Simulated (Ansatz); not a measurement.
```cif
data_structure
_symmetry_space_group_name_H-M 'P 1'
_symmetry_Int_Tables_number 1
_cell_length_a 4.4689
_cell_length_b 4.4689
_cell_length_c 4.4689
_cell_angle_alpha 60.000
_cell_angle_beta 60.000
_cell_angle_gamma 60.000
_cell_volume 63.11
loop_
_atom_site_label
_atom_site_type_symbol
_atom_site_fract_x
_atom_site_fract_y
_atom_site_fract_z
_atom_site_occupancy
Ba1 Ba 0.00000 0.00000 0.00000 1
S1 S 0.50000 0.50000 0.50000 1
```

| Property | Result |
| --- | --- |
| orbitals | PBE |
| datasets | all-electron datasets in plane waves (scalar-relativistic, Gaussian nuclei) |
| k mesh | 4×4×4 |
| empty bands | 144 |
| response cutoff | 100 eV |
| wave cutoff | 3300 eV |
| frequencies | contour deformation |
| q → 0 term | analytic weight of Carrier, Rohra and Görling |
| band sums | cut at the band count |
| spin-orbit coupling | off |

Program: Ansatz. The Kohn-Sham gap (from Γ to k = (0, -0.5, -0.5)) is 2.15 eV.

Task: Estimate the linearised G0W0 gap between these edges.

Result: 3.29 eV, a change of +1.13 eV. The valence edge moves by -0.79 eV (Z = 0.76) and the conduction edge by +0.35 eV (Z = 0.81).

The cell is a model at fixed atoms and needn't be the relaxed known crystal. Points k are given in fractions of the reciprocal vectors. The mesh is coarse, so these are values at the stated settings, not converged ones. Band sums or response are cut, so the gap isn't at its basis limit. The gap is read on the mesh, and the crystal's band edges can lie off it.
